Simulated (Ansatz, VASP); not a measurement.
# KF: VASP beside Ansatz

Contents of INCAR:

```
SYSTEM = KF
PREC = Accurate
ENCUT = 520
EDIFF = 1E-6
ISMEAR = 0
SIGMA = 0.05
LREAL = .False.
LASPH = .True.
NELM = 80
ALGO = Normal
ISIF = 2
LWAVE = .False.
LCHARG = .False.
GGA = PS
NBANDS = 15
```

KPOINTS

```
regular mesh
0
Gamma
  8 8 8
  0 0 0
```

The input POSCAR:

```
KF
1.0
    3.2589550000      0.0000000000      0.0000000000
    0.0000000000      3.2589550000      0.0000000000
    0.0000000000      0.0000000000      3.1285968000
K F
1 1
Direct
    0.0000000000      0.0000000000      0.0000000000
    0.5000000000      0.5000000000      0.5000000000
```

Input for Ansatz:

```yaml
crystal:
  lattice:
    - [3.258955, 0.0, 0.0]
    - [0.0, 3.258955, 0.0]
    - [0.0, 0.0, 3.1285968]
  atoms:
    - { symbol: K, position: [0.0, 0.0, 0.0] }
    - { symbol: F, position: [0.5, 0.5, 0.5] }
basis:
  ecutwfc: 420
kpoints:
  mp_grid: { grid: [8, 8, 8] }
hamiltonian:
  xc: pbesol
scf:
  occupations: { method: gaussian, width: 0.05 }
output:
  forces: true
  stress: true
  eigenvalues: true
```

Change from the starting cell: strain +0.000 along x and y, -0.040 along z, atoms carried along.

Alike in both runs: task single point; functional PBEsol; k mesh 8 × 8 × 8; occupations gaussian, width 0.05 eV; no spin polarisation.

|  | VASP | Ansatz |
| --- | --- | --- |
| version | VASP 6.6.1 | Ansatz 0.2.0 |
| potentials or method | VASP PAW PBE potentials, release 64 (K_sv, F) | scalar-relativistic, plane waves, PAW |
| plane-wave cutoff (eV) | 520 | 420 |
| valence electrons in the cell | 16 | 16 |

Ansatz gave:

```
gap on the k mesh at the Fermi level (eV)       : 6.28
least direct gap on the mesh (eV)               : 6.32
pressure (GPa)                                  : -1.3
largest component of the traceless stress (GPa) : 2.40
```

Task: Estimate VASP's values.

Result: gap on the k mesh at the Fermi level (eV): 6.26; least direct gap on the mesh (eV): 6.30; pressure (GPa): -1.2; largest component of the traceless stress (GPa): 2.41.

With one functional, cell and mesh, what is left measures potentials, basis and numerics.

Caveats: the PAW data sets were made with another functional, which shifts forces and pressure a little (VASP). A k mesh can miss the band edges.
